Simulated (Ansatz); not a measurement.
The system is Ti.

```
Ti
1.0
     2.95000    0.00000    0.00000
    -1.47500    2.55477    0.00000
     0.00000    0.00000    4.68000
Ti
2
Cartesian
  1.4750 0.8516 3.5100
  0.0000 1.7032 1.1700
```

Base run:

* Program: Ansatz 0.2.0
* Functional: LDA
* Potentials or basis: Ansatz PAW
* Cutoff: 420 eV (not typed: the program's choice for these potentials)
* k mesh: 10 × 10 × 6
* Occupations: fermi-dirac, width 0.05 eV
* Spin: no spin polarisation

Its results: band gap on the k mesh none (metal or under the smearing width); pressure -9.8 GPa.

Question: The run is repeated on the same cell with these changes: functional from LDA to RPBE. What comes out?

Answer: Band gap on the k mesh none (metal or under the smearing width); pressure 1.7 GPa.

RPBE binds less tightly than LDA, so the same cell stands under more pressure.

Caveats: the PAW data sets come from PBE, with cores solved anew for the run's functional, which leaves a small shift of forces and pressure.
